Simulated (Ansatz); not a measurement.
**ZnS: response to strain**

Aim: deform ZnS (equal xx and yy strain of +2 %) and compute stress, forces and field gradients with LAPW, PAW and all-electron datasets made for the crystal.

Computed with Ansatz 0.2.0 (DFT PBEsol, scalar-relativistic, unless a step's input says otherwise).

## Step 1: The structure to begin with

It takes space group P6_3mc (No. 186, hexagonal). Conventional cell: a = 3.811 Å, b = 3.811 Å, c = 6.234 Å, α = 90.00°, β = 90.00°, γ = 120.00°. Zn (site symmetry 3m) has 4 S at 2.31 to 2.40 Å as nearest neighbours. S (site symmetry 3m) is surrounded by 4 Zn at 2.31 to 2.40 Å.

Coordinates:

```
CELL_PARAMETERS angstrom
3.81100 0.00000 0.00000
-1.90550 3.30042 0.00000
0.00000 0.00000 6.23400
ATOMIC_POSITIONS crystal
Zn 0.33333 0.66667 0.00000
Zn 0.66667 0.33333 0.50000
S 0.33333 0.66667 0.38500
S 0.66667 0.33333 0.88500
```

Atoms are numbered in the order of the input: Zn1, Zn2, S3, S4.

## Step 2: After the deformation

Space group P6_3mc before, P6_3mc after.

## Step 3: Full-potential LAPW

Input file input.yaml:

```yaml
crystal:
  lattice:
    - [3.8872187572, 0.0, 0.0]
    - [-1.9436093786, 3.3664301938, 0.0]
    - [0.0, 0.0, 6.234]
  atoms:
    - { symbol: Zn, position: [0.3333333333, 0.6666666667, 0.0] }
    - { symbol: Zn, position: [0.6666666667, 0.3333333333, 0.5] }
    - { symbol: S, position: [0.3333333333, 0.6666666667, 0.385] }
    - { symbol: S, position: [0.6666666667, 0.3333333333, 0.885] }
kpoints:
  mp_grid: { grid: [8, 8, 5] }
  band_path:
    path:
      - [0.0, 0.0, 0.0]
      - [0.5, 0.0, 0.0]
      - [0.3333333333, 0.3333333333, 0.0]
      - [0.0, 0.0, 0.0]
      - [0.0, 0.0, 0.5]
      - [0.5, 0.0, 0.5]
      - [0.3333333333, 0.3333333333, 0.5]
      - [0.0, 0.0, 0.5]
      - [0.5, 0.0, 0.5]
    npoints: 5
scf:
  occupations: { method: fermi_dirac, width: 0.03 }
hamiltonian:
  xc: pbesol
  pseudopotentials: { kind: all_electron, lapw: { basis_error: 0.001 } }
output:
  forces: true
  stress: true
  eigenvalues: true
```

Launch:

```bash
$ ansatz run input.yaml --threads 1 --pin off --max-ram 6144MiB --backend cpu --events-out ev --progress --plain --runs-dir out
```

## Step 4: Frozen-core PAW

Input file input.yaml:

```yaml
crystal:
  lattice:
    - [3.8872187572, 0.0, 0.0]
    - [-1.9436093786, 3.3664301938, 0.0]
    - [0.0, 0.0, 6.234]
  atoms:
    - { symbol: Zn, position: [0.3333333333, 0.6666666667, 0.0] }
    - { symbol: Zn, position: [0.6666666667, 0.3333333333, 0.5] }
    - { symbol: S, position: [0.3333333333, 0.6666666667, 0.385] }
    - { symbol: S, position: [0.6666666667, 0.3333333333, 0.885] }
kpoints:
  mp_grid: { grid: [8, 8, 5] }
scf:
  occupations: { method: fermi_dirac, width: 0.03 }
hamiltonian:
  xc: pbesol
  pseudopotentials: { kind: paw }
output:
  forces: true
  stress: true
  eigenvalues: true
  efg: { contact_densities: true }
```

## Step 5: Datasets made for this crystal

Changes to input.yaml since step 4:

```diff
@@ -16,3 +16,3 @@
   xc: pbesol
-  pseudopotentials: { kind: paw }
+  pseudopotentials: { kind: all_electron, datasets: crystal }
 output:
```

(Steps that only read results are left out.)

What does the calculation give? Wanted: pressure; largest shear or deviatoric stress.

The runs gave:

| quantity | value |
| --- | --- |
| pressure | LAPW -4.01, PAW -4.02, crystal datasets -4.02 GPa |
| largest shear or deviatoric stress (LAPW) | 0.57 GPa |

What this shows: The largest part of the stress beyond the pressure is 0.57 GPa in size, in the zz component; the atoms are carried along and not relaxed. No run of the undeformed cell stands beside it, so the pressure holds what the given cell had before the change. PAW: stress within 0.01 GPa of LAPW, forces within 1 meV/Å. Crystal datasets: stress within 0.01 GPa of LAPW, forces within 1 meV/Å.
